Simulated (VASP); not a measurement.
# InP (F-43m) in VASP: further runs, part 2 of 3

VASP 6.6.1. Earlier steps stand in the parts before.

**4. G0W0 quasiparticle levels, PBE**

The input, POSCAR:

```
InP
1.0
    0.0000000000      2.9305000000      2.9305000000
    2.9305000000      0.0000000000      2.9305000000
    2.9305000000      2.9305000000      0.0000000000
In P
1 1
Direct
    0.0000000000      0.0000000000      0.0000000000
    0.7500000000      0.7500000000      0.7500000000
```

The input, INCAR.step1:

```
SYSTEM = InP
ALGO     = Normal         ! electronic algorithm
EDIFF    = 1E-8           ! SCF threshold, eV
ENCUT    = 520            ! plane-wave cutoff, eV
GGA      = PE             ! functional
ISMEAR   = 0              ! smearing method
LASPH    = .TRUE.         ! aspherical terms in the spheres
LCHARG   = .FALSE.        ! write CHGCAR
LREAL    = .FALSE.        ! projectors in reciprocal space
LWAVE    = .TRUE.         ! write WAVECAR
NELM     = 80             ! most SCF steps
PREC     = Accurate       ! precision mode
SIGMA    = 0.01           ! smearing width, eV
```

The input, INCAR.step2:

```
SYSTEM = InP
ALGO     = Exact          ! electronic algorithm
EDIFF    = 1E-8           ! SCF threshold, eV
ENCUT    = 520            ! plane-wave cutoff, eV
GGA      = PE             ! functional
ISMEAR   = 0              ! smearing method
ISTART   = 1            
LASPH    = .TRUE.         ! aspherical terms in the spheres
LCHARG   = .FALSE.        ! write CHGCAR
LOPTICS  = .TRUE.         ! frequency-dependent dielectric function
LREAL    = .FALSE.        ! projectors in reciprocal space
LWAVE    = .TRUE.         ! write WAVECAR
NBANDS   = 69             ! bands
NELM     = 1              ! most SCF steps
PREC     = Accurate       ! precision mode
SIGMA    = 0.01           ! smearing width, eV
```

The input, INCAR.step3:

```
SYSTEM = InP
ALGO     = EVGW0          ! electronic algorithm
EDIFF    = 1E-8           ! SCF threshold, eV
ENCUT    = 520            ! plane-wave cutoff, eV
ENCUTGW  = 150            ! cutoff of the response function
GGA      = PE             ! functional
ISMEAR   = 0              ! smearing method
ISTART   = 1            
LASPH    = .TRUE.         ! aspherical terms in the spheres
LCHARG   = .FALSE.        ! write CHGCAR
LREAL    = .FALSE.        ! projectors in reciprocal space
LWAVE    = .FALSE.        ! write WAVECAR
NBANDS   = 69             ! bands
NBANDSGW = 17           
NELMGW   = 1            
NOMEGA   = 48             ! frequency points
PREC     = Accurate       ! precision mode
PRECFOCK = Fast         
SIGMA    = 0.01           ! smearing width, eV
```

The input, KPOINTS:

```
k-points
0
G
  3 3 3
  0 0 0
```

Potentials or basis: VASP PAW PBE potentials, release 64 (In_d_GW, P_GW).

The run is started by

```console
> cat potpaw_PBE.64/In_d_GW/POTCAR potpaw_PBE.64/P_GW/POTCAR > POTCAR
> cp INCAR.step1 INCAR
> mpirun -np 1 vasp_std > vasp.out
> cp INCAR.step2 INCAR
> mpirun -np 1 vasp_std > vasp.out
> cp INCAR.step3 INCAR
> mpirun -np 1 vasp_std > vasp.out
```

OUTCAR:

```text
SYSTEM = InP
   EDIFF = 1E-8
   ENCUT = 520
   ENCUTGW = 150
   GGA = PE
   ISMEAR = 0
   ISTART = 1
   LASPH = .TRUE.
   LREAL = .FALSE.
   NELMGW = 1
   PREC = Accurate
   PRECFOCK = Fast

 Found      4 irreducible k-points:

 Following reciprocal coordinates:
            Coordinates               Weight
  0.000000  0.000000  0.000000      1.000000
  0.333333  0.000000  0.000000      8.000000
  0.333333  0.333333  0.000000      6.000000
 -0.333333  0.333333  0.000000     12.000000
   k-points           NKPTS =      4   k-points in BZ     NKDIM =     27   number of bands    NBANDS=     69
   number of dos      NEDOS =    301   number of ions     NIONS =      2
   total plane-waves  NPLWV =  32768
   dimension x,y,z NGX =    32 NGY =   32 NGZ =   32
   dimension x,y,z NGXF=    64 NGYF=   64 NGZF=   64
   ions per type =               1   1
   NGX,Y,Z   is equivalent  to a cutoff of  12.84, 12.84, 12.84 a.u.
   NGXF,Y,Z  is equivalent  to a cutoff of  25.67, 25.67, 25.67 a.u.
 SYSTEM =  InP
   PREC   = accura    normal or accurate (medium, high low for compatibility)
   ISTART =      1    job   : 0-new  1-cont  2-samecut
[... 32 lines left out ...]
   GGA     = PE    functional components
   LHFCALC =     T    Hartree Fock is set to
   PRECFOCK=fast      Normal, Fast or Accurate (Low or Medium for compatibility)
   ENCUT4O =  -1.0   cutoff for four orbital integrals eV
   NKREDX  =     1    reduce k-point grid by
   NKREDY  =     1    reduce k-point grid by
   NKREDZ  =     1    reduce k-point grid by
   AEXX    =    1.0000 exact exchange contribution
   HFSCREEN=    0.0000 screening length (either q_TF or 0.3 A-1)
   HFSCREENC=   0.0000 screening length for correlation (either q_TF or 0.3 A-1)
   ENCUTFOCK=  -1.0 apply spherical cutoff to Coloumb kernel
   IVDW    =     0    specifies the selected vdW correction
   LEPSILON=     F    determine dielectric tensor
   LRPA    =     F    only Hartree local field effects (RPA)
   LRPAFORCE           =     F    calculate RPA forces
   ENCUTGW             = 150.0    cutoff for response function in eV
   ENCUTGWSOFT         = 120.0    soft cutoff for Coulomb kernel in GW response function in eV
   ENCUTLF             =  -1.0    cutoff for local field effects
   NELMGW              =     1    number of iterations in solving QP/BSE equation
   NELMHF              =     1    number of iterations in the inner HF iteration
   NKREDLFX            =     1    NKREDLFY  =   1   NKREDLFZ  =   1
 non-spin polarized calculation
 Gauss-broadening in eV      SIGMA  =   0.01
  energy-cutoff  :      520.00
  volume of cell :       50.33
 maximum number of plane-waves:      1363
  NGX = 18; NGY = 18; NGZ = 18
   NGX = 15   NGY = 15   NGZ = 15
 maximum number of plane-waves:       220
 NGX is ok and might be reduce to    18

 QP shifts <psi_nk| G(iteration)W_0 |psi_nk>: iteration 1
 for sc-GW calculations column KS-energies equals QP-energies in previous step
 and V_xc(KS)=  KS-energies - (<T + V_ion + V_H > + <T+V_H+V_ion>^1  + <V_x>^1)

 k-point   1 :       0.0000    0.0000    0.0000
  band No.  KS-energies  QP-energies   sigma(KS)   V_xc(KS)     V^pw_x(r,r')   Z            occupation Imag(sigma)

      1     -10.2949     -11.9926     -19.0092     -16.5980     -25.3498       0.7041       2.0000       0.4123
      2     -10.2949     -11.9926     -19.0092     -16.5980     -25.3498       0.7041       2.0000       0.4123
      3     -10.2949     -11.9926     -19.0092     -16.5980     -25.3498       0.7041       2.0000       0.4123
      4     -10.1493     -11.8681     -19.1304     -16.6826     -25.3618       0.7022       2.0000       0.3356
      5     -10.1493     -11.8681     -19.1304     -16.6826     -25.3618       0.7022       2.0000       0.3356
      6      -7.4964      -7.7844     -11.7200     -11.2913     -18.2324       0.6718       2.0000       1.0858
[... 59 lines left out ...]
      3     -10.2166     -11.9280     -19.1149     -16.6907     -25.4339       0.7060       2.0000       0.3947
      4     -10.1627     -11.8733     -19.0978     -16.6587     -25.3418       0.7013       2.0000       0.3376
      5     -10.1372     -11.8535     -19.1318     -16.6920     -25.3745       0.7034       2.0000       0.3320
      6      -5.2479      -5.5597     -12.8858     -12.4206     -18.6378       0.6705       2.0000       0.7371
[... 9 lines left out ...]
     16      17.1139      17.3070      -8.8755      -9.1338      -3.0460       0.7475       0.0000      -0.5632
     17      17.9811      18.2427      -9.2519      -9.6056      -3.1843       0.7395       0.0000      -0.7157
```

Run time: 1.9 min. Hardware: 1 thread of AMD EPYC 7R13 (Zen 3), shared host; peak memory 0.4 GiB.

The run converged, but some of its settings lie outside the range that counts as converged, so its numbers aren't taken as properties of the crystal.

What came out:

```yaml
Band_gap_on_the_k_mesh_mean-field_level: 0.67 eV, direct
Quasiparticle_gap: 1.18 eV
Least_direct_quasiparticle_gap: 1.18 eV
```

Caveat: the k mesh is coarse (spacing up to 0.62 Å⁻¹), so the values aren't converged; bands, screening cutoff and mesh are small and nothing is extrapolated, so the quasiparticle values aren't converged; spin-orbit coupling is left out, which moves the levels of the heavy elements.

**5. G0W0 quasiparticle levels, PBE**

POSCAR is that of step 4.

INCAR.step1, as its differences from that of step 4:

```diff
@@ -3,3 +3,3 @@
 EDIFF    = 1E-8           ! SCF threshold, eV
-ENCUT    = 520            ! plane-wave cutoff, eV
+ENCUT    = 450            ! plane-wave cutoff, eV
 GGA      = PE             ! functional
```

INCAR.step2, as its differences from that of step 4:

```diff
@@ -3,3 +3,3 @@
 EDIFF    = 1E-8           ! SCF threshold, eV
-ENCUT    = 520            ! plane-wave cutoff, eV
+ENCUT    = 450            ! plane-wave cutoff, eV
 GGA      = PE             ! functional
@@ -12,3 +12,3 @@
 LWAVE    = .TRUE.         ! write WAVECAR
-NBANDS   = 69             ! bands
+NBANDS   = 210            ! bands
 NELM     = 1              ! most SCF steps
```

INCAR.step3, as its differences from that of step 4:

```diff
@@ -3,4 +3,4 @@
 EDIFF    = 1E-8           ! SCF threshold, eV
-ENCUT    = 520            ! plane-wave cutoff, eV
-ENCUTGW  = 150            ! cutoff of the response function
+ENCUT    = 450            ! plane-wave cutoff, eV
+ENCUTGW  = 75             ! cutoff of the response function
 GGA      = PE             ! functional
@@ -12,3 +12,3 @@
 LWAVE    = .FALSE.        ! write WAVECAR
-NBANDS   = 69             ! bands
+NBANDS   = 210            ! bands
 NBANDSGW = 17
```

KPOINTS is that of step 4.

Potentials or basis: VASP PAW PBE potentials, release 64 (In_d_GW, P_GW).

The run is started by

```console
> cat potpaw_PBE.64/In_d_GW/POTCAR potpaw_PBE.64/P_GW/POTCAR > POTCAR
> cp INCAR.step1 INCAR
> mpirun -np 1 vasp_std > vasp.out
> cp INCAR.step2 INCAR
> mpirun -np 1 vasp_std > vasp.out
> cp INCAR.step3 INCAR
> mpirun -np 1 vasp_std > vasp.out
```

OUTCAR:

```text
SYSTEM = InP
   EDIFF = 1E-8
   ENCUT = 450
   ENCUTGW = 75
   GGA = PE
   ISMEAR = 0
   ISTART = 1
   LASPH = .TRUE.
   LREAL = .FALSE.
   NELMGW = 1
   PREC = Accurate
   PRECFOCK = Fast

 Found      4 irreducible k-points:

 Following reciprocal coordinates:
            Coordinates               Weight
  0.000000  0.000000  0.000000      1.000000
  0.333333  0.000000  0.000000      8.000000
  0.333333  0.333333  0.000000      6.000000
 -0.333333  0.333333  0.000000     12.000000
   k-points           NKPTS =      4   k-points in BZ     NKDIM =     27   number of bands    NBANDS=    210
   number of dos      NEDOS =    301   number of ions     NIONS =      2
   total plane-waves  NPLWV =  27000
   dimension x,y,z NGX =    30 NGY =   30 NGZ =   30
   dimension x,y,z NGXF=    60 NGYF=   60 NGZF=   60
   ions per type =               1   1
   NGX,Y,Z   is equivalent  to a cutoff of  12.03, 12.03, 12.03 a.u.
   NGXF,Y,Z  is equivalent  to a cutoff of  24.07, 24.07, 24.07 a.u.
 SYSTEM =  InP
   PREC   = accura    normal or accurate (medium, high low for compatibility)
   ISTART =      1    job   : 0-new  1-cont  2-samecut
   ICHARG =      0    charge: 1-file 2-atom 10-const
   ISPIN  =      1    spin polarized calculation?
   LNONCOLLINEAR =      F non collinear calculations
   LSORBIT =      F    spin-orbit coupling
   LASPH  =      T    aspherical Exc in radial PAW
   ENCUT  =  450.0 eV  33.07 Ry    5.75 a.u.   7.17  7.17  7.17*2*pi/ulx,y,z
   NELM   =     60;   NELMIN=  2; NELMDL=  0     # of ELM steps
   EDIFF  = 0.1E-07   stopping-criterion for ELM
   LREAL  =      F    real-space projection
   EDIFFG = 0.1E-06   stopping-criterion for IOM
   NSW    =      0    number of steps for IOM
   IBRION =     -1    ionic relax: 0-MD 1-quasi-New 2-CG
   NFREE  =      0    steps in history (QN), initial steepest desc. (CG)
   ISIF   =      0    stress and relaxation
   ISYM   =      3    0-nonsym 1-usesym 2-fastsym
   POTIM  = 0.5000    time-step for ionic-motion
   TEBEG  =    0.0;   TEEND  =   0.0 temperature during run
   PSTRESS=    0.0 pullay stress
   NELECT =      18.0000    total number of electrons
   NUPDOWN=      -1.0000    fix difference up-down
   EMIN   =  10.00;   EMAX   =-10.00  energy-range for DOS
   EFERMI =   0.00;   METHOD = LEGACY
   ISMEAR =     0;   SIGMA  =   0.01  broadening in eV -4-tet -1-fermi 0-gaus
   EFERMI_NEDOS =   21; number of points for ismear=-14 and -15
   IALGO  =     38    algorithm
   IMIX   =      4    mixing-type and parameters
     AMIX     =   0.40;   BMIX     =  1.00
     AMIX_MAG =   1.60;   BMIX_MAG =  1.00
  volume/ion in A,a.u.               =      25.17       169.83
  Fermi-wavevector in a.u.,A,eV,Ry     =   1.162021  2.195901 18.371846  1.350293
  Thomas-Fermi vector in A             =   2.298587
   LORBIT       =      0    0 simple, 1 ext, 2 COOP (PROOUT), +10 PAW based schemes
   GGA     = PE    functional components
   LHFCALC =     T    Hartree Fock is set to
   PRECFOCK=fast      Normal, Fast or Accurate (Low or Medium for compatibility)
   ENCUT4O =  -1.0   cutoff for four orbital integrals eV
   NKREDX  =     1    reduce k-point grid by
   NKREDY  =     1    reduce k-point grid by
   NKREDZ  =     1    reduce k-point grid by
   AEXX    =    1.0000 exact exchange contribution
   HFSCREEN=    0.0000 screening length (either q_TF or 0.3 A-1)
   HFSCREENC=   0.0000 screening length for correlation (either q_TF or 0.3 A-1)
   ENCUTFOCK=  -1.0 apply spherical cutoff to Coloumb kernel
   IVDW    =     0    specifies the selected vdW correction
   LEPSILON=     F    determine dielectric tensor
   LRPA    =     F    only Hartree local field effects (RPA)
   LRPAFORCE           =     F    calculate RPA forces
   ENCUTGW             =  75.0    cutoff for response function in eV
   ENCUTGWSOFT         =  60.0    soft cutoff for Coulomb kernel in GW response function in eV
   ENCUTLF             =  -1.0    cutoff for local field effects
   NELMGW              =     1    number of iterations in solving QP/BSE equation
   NELMHF              =     1    number of iterations in the inner HF iteration
   NKREDLFX            =     1    NKREDLFY  =   1   NKREDLFZ  =   1
 non-spin polarized calculation
 Gauss-broadening in eV      SIGMA  =   0.01
  energy-cutoff  :      450.00
  volume of cell :       50.33
 maximum number of plane-waves:      1113
 NGX is ok and might be reduce to    30
  NGX = 16; NGY = 16; NGZ = 16
   NGX = 15   NGY = 15   NGZ = 15
 maximum number of plane-waves:        76
 NGX is ok and might be reduce to    14

 QP shifts <psi_nk| G(iteration)W_0 |psi_nk>: iteration 1
 for sc-GW calculations column KS-energies equals QP-energies in previous step
 and V_xc(KS)=  KS-energies - (<T + V_ion + V_H > + <T+V_H+V_ion>^1  + <V_x>^1)

 k-point   1 :       0.0000    0.0000    0.0000
  band No.  KS-energies  QP-energies   sigma(KS)   V_xc(KS)     V^pw_x(r,r')   Z            occupation Imag(sigma)

      1     -10.2933     -12.2807     -19.3923     -16.5967     -25.3298       0.7109       2.0000       0.2506
      2     -10.2933     -12.2807     -19.3923     -16.5967     -25.3298       0.7109       2.0000       0.2506
      3     -10.2933     -12.2807     -19.3923     -16.5967     -25.3298       0.7109       2.0000       0.2506
      4     -10.1476     -12.1537     -19.5137     -16.6813     -25.3437       0.7083       2.0000       0.1700
      5     -10.1476     -12.1537     -19.5137     -16.6813     -25.3437       0.7083       2.0000       0.1700
      6      -7.4965      -7.8087     -11.7552     -11.2915     -18.2328       0.6734       2.0000       1.0962
[... 9 lines left out ...]
     16      13.3900      13.5900      -9.9564     -10.2238      -4.5789       0.7478       0.0000      -0.2352
     17      15.1508      14.8409      -7.9498      -7.5434      -2.2265       0.7626       0.0000      -0.4525
[... 46 lines left out ...]
      1     -10.4273     -12.2770     -19.0019     -16.3602     -25.0946       0.7002       2.0000       0.3070
      2     -10.2338     -12.2233     -19.4592     -16.6457     -25.3601       0.7071       2.0000       0.2205
      3     -10.2152     -12.2163     -19.4979     -16.6896     -25.4093       0.7126       2.0000       0.2334
      4     -10.1613     -12.1589     -19.4815     -16.6576     -25.3237       0.7074       2.0000       0.1729
      5     -10.1358     -12.1397     -19.5146     -16.6908     -25.3551       0.7097       2.0000       0.1677
      6      -5.2478      -5.5794     -12.9142     -12.4209     -18.6366       0.6721       2.0000       0.7196
[... 9 lines left out ...]
     16      17.1145      17.0973      -9.1562      -9.1332      -3.0451       0.7479       0.0000      -0.5280
     17      17.9822      18.0345      -9.5325      -9.6032      -3.1822       0.7395       0.0000      -0.6713
```

OUTCAR.step1:

```text
SYSTEM = InP
   EDIFF = 1E-8
   ENCUT = 450
   GGA = PE
   ISMEAR = 0
   LASPH = .TRUE.
   LREAL = .FALSE.
[... 171 lines left out ...]
      0.00000      0.00000      0.00000        -0.000000     -0.000000     -0.000000
      4.39575      4.39575      4.39575         0.000000      0.000000      0.000000
 -----------------------------------------------------------------------------------
    total drift:                                0.000000      0.000000      0.000000

  FREE ENERGIE OF THE ION-ELECTRON SYSTEM (eV)
  ---------------------------------------------------
  free  energy   TOTEN  =        -7.9905974958 eV

  energy  without entropy=       -7.9905974958  energy(sigma->0) =       -7.99059750
```

OUTCAR.step2:

```text
SYSTEM = InP
   EDIFF = 1E-8
   ENCUT = 450
   GGA = PE
[... 539 lines left out ...]
  --------------------------------------------------------------------------------------------------------------
     0.00000    79.00513    79.00513    79.00513     0.00000    -0.00000     0.00000
     1.85865    27.34824    27.34824    27.34824     0.00000    -0.00000     0.00000
     3.71730    26.59197    26.59197    26.59197    -0.00000    -0.00000    -0.00000
     5.57595   -10.64167   -10.64167   -10.64167     0.00000     0.00000    -0.00000
     7.43459    -4.97604    -4.97604    -4.97604    -0.00000     0.00000    -0.00000
     9.29324    -1.59681    -1.59681    -1.59681     0.00000     0.00000    -0.00000
[... 92 lines left out ...]
   182.14756     0.97652     0.97652     0.97652     0.00000     0.00000    -0.00000
   184.00621     0.97707     0.97707     0.97707     0.00000     0.00000    -0.00000
```

Run time: 2 min. Hardware: 1 thread of AMD EPYC 7R13 (Zen 3), shared host; peak memory 0.31 GiB.

These settings aren't checked as converged: the numbers below hold their error.

What came out:

```yaml
Band_gap_on_the_k_mesh_mean-field_level: 0.67 eV, direct
Quasiparticle_gap: 1.17 eV
Least_direct_quasiparticle_gap: 1.17 eV
```

Caveat: the k mesh is coarse (spacing up to 0.62 Å⁻¹), so the values aren't converged; bands, screening cutoff and mesh are small and nothing is extrapolated, so the quasiparticle values aren't converged; spin-orbit coupling is left out, which moves the levels of the heavy elements.

(Part 2 of 3 ends here.)
